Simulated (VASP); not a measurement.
Input of a VASP 6.6.1 run:

INCAR

```
PREC = Accurate ; ENCUT = 500
EDIFF = 1E-6 ; ISMEAR = -1
SIGMA = 0.05 ; LREAL = F
LASPH = T ; NELM = 150
ALGO = Fast ; ISIF = 2
LWAVE = F ; LCHARG = F
ISPIN = 2 ; MAGMOM = 1 0
LORBIT = 11 ; LMAXMIX = 4
GGA = PE ; NBANDS = 19
```

The input KPOINTS:

```
Automatic mesh
0
Gamma
  11 11 11
```

File POSCAR:

```
NiO
1.0
    0.0000000000      2.0859016414      2.0859016414
    2.0859016414      0.0000000000      2.0859016414
    2.0859016414      2.0859016414      0.0000000000
Ni O
1 1
Direct
    0.0000000000      0.0000000000      0.0000000000
    0.5000000000      0.5000000000      0.5000000000
```

File KPOINTS_OPT:

```
path GXWKGLUWLK,UX
15
line-mode
reciprocal
 0.0000000000  0.0000000000  0.0000000000  G
 0.5000000000  0.0000000000  0.5000000000  X

 0.5000000000  0.0000000000  0.5000000000  X
 0.5000000000  0.2500000000  0.7500000000  W

 0.5000000000  0.2500000000  0.7500000000  W
 0.3750000000  0.3750000000  0.7500000000  K

 0.3750000000  0.3750000000  0.7500000000  K
 0.0000000000  0.0000000000  0.0000000000  G

 0.0000000000  0.0000000000  0.0000000000  G
 0.5000000000  0.5000000000  0.5000000000  L

 0.5000000000  0.5000000000  0.5000000000  L
 0.6250000000  0.2500000000  0.6250000000  U

 0.6250000000  0.2500000000  0.6250000000  U
 0.5000000000  0.2500000000  0.7500000000  W

 0.5000000000  0.2500000000  0.7500000000  W
 0.5000000000  0.5000000000  0.5000000000  L

 0.5000000000  0.5000000000  0.5000000000  L
 0.3750000000  0.3750000000  0.7500000000  K

 0.6250000000  0.2500000000  0.6250000000  U
 0.5000000000  0.0000000000  0.5000000000  X
```

Potentials or basis: VASP PAW PBE potentials, release 54 (Ni, O).

Run with:

```bash
$ cat potpaw_PBE.54/Ni/POTCAR potpaw_PBE.54/O/POTCAR > POTCAR
$ mpirun -np 1 vasp_std > vasp.out
```

(1) Predict the net moment.

(2) Estimate the band gap along the path.

## Answers

(1) 1.67 μB per cell.

(2) none (metal or under the smearing width).

Caveat: a cell with one magnetic atom can't hold antiferromagnetic order, which such compounds often take; semilocal functionals often make such compounds metallic where correlation or magnetic order opens a gap, which also shifts bond lengths.

**The experiment to reproduce.**

“Local correlations, non-local screening, multiplets, and band formation in NiO”, 2012, arxiv:1210.6675 quotes, for a bulk crystal of NiO: band gap 4.3 eV.

Measured gap of NiO: 4.3 eV (quoted in “Local correlations, non-local screening, multiplets, and band formation in NiO”, 2012, arxiv:1210.6675). This calculation gives 0.00 eV (-4.30 eV). So large a miss can be the level of theory's own, or it may mean another phase, state or a wrong row. The value is that of PBE, without temperature or zero-point motion. Semilocal functionals fall short of measured gaps as a rule. The run's magnetic order (collinear spin, ferromagnetic start) needn't be the measured crystal's.
